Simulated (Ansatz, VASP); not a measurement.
# C in VASP and in Ansatz

```
C
1.0
     1.23277   -2.13415    0.00000
     1.23277    2.13415    0.00000
     0.00000    0.00000    6.79898
C
4
Direct
  0.00837 0.87921 0.75000
  0.58331 0.41669 0.25000
  0.91669 0.08331 0.25000
  0.41669 0.58331 0.75000
```

Alike in both runs: task single point; functional PBE; dispersion D3(BJ); k mesh 22 × 22 × 8; occupations gaussian, width 0.15 eV; no spin polarisation.

```csv
,VASP,Ansatz
version,VASP 6.6.1,Ansatz 0.2.0
potentials or method,"VASP PAW PBE potentials, release 64 (C)","scalar-relativistic, plane waves, PAW"
plane-wave cutoff (eV),520,420
valence electrons in the cell,16,16
```

```tsv
	VASP	Ansatz	Ansatz less VASP
gap on the k mesh at the Fermi level (eV)	none	none	-
pressure (GPa)	7.3	6.9	-0.38
largest component of the traceless stress (GPa)	9.86	9.73	-0.135
rms of the force components (eV/Å)	4.287	4.274	-0.0127
```

Atom by atom the forces differ by 0.013 eV/Å (rms over components). A gap of «none» marks a metal or a gap that the smearing closes.

Caveats: forces of over 1 eV/Å show positions far from the minimum, so gaps and moduli don't describe the material at rest.
